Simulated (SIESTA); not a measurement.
Crystal: Au.

```
Au
1.0
     0.00000    2.03500    2.03500
     2.03500    0.00000    2.03500
     2.03500    2.03500    0.00000
Au
1
Direct
  0.00000 0.00000 0.00000
```

Base run:

- Program: SIESTA 5.4.2
- Functional: PBE
- Potentials or basis: PseudoDojo 0.4 standard (PBE files)
- Basis: SZ (energy shift 0.01 Ry)
- Grid cutoff: 800 Ry
- Energy shift: 0.01 Ry
- k mesh: 11 × 11 × 11
- Occupations: fermi-dirac, width 0.05 eV
- Spin: no spin polarisation

Its results: band gap on the k mesh none (metal or under the smearing width); pressure 22.6 GPa.

**Question.** The run is repeated on the same cell with these changes: basis from SZ (energy shift 0.01 Ry) to TZP (energy shift 0.01 Ry). What comes out?

**Answer.** Band gap on the k mesh none (metal or under the smearing width); pressure 7.9 GPa.

Caveats: spin-orbit coupling is left out, which moves the levels of the heavy elements; the basis of atomic orbitals isn't converged, which shifts pressures, moduli and gaps; the basis has no polarisation orbitals (some runs); short orbitals over semicore shells can move pressures by several GPa (some runs); so large a pressure means that the cell lies far from this level's equilibrium, or that cutoff or potentials fall short (some runs); semicore shells carry a single zeta, which can move pressures by several GPa and volumes by a few percent (some runs).
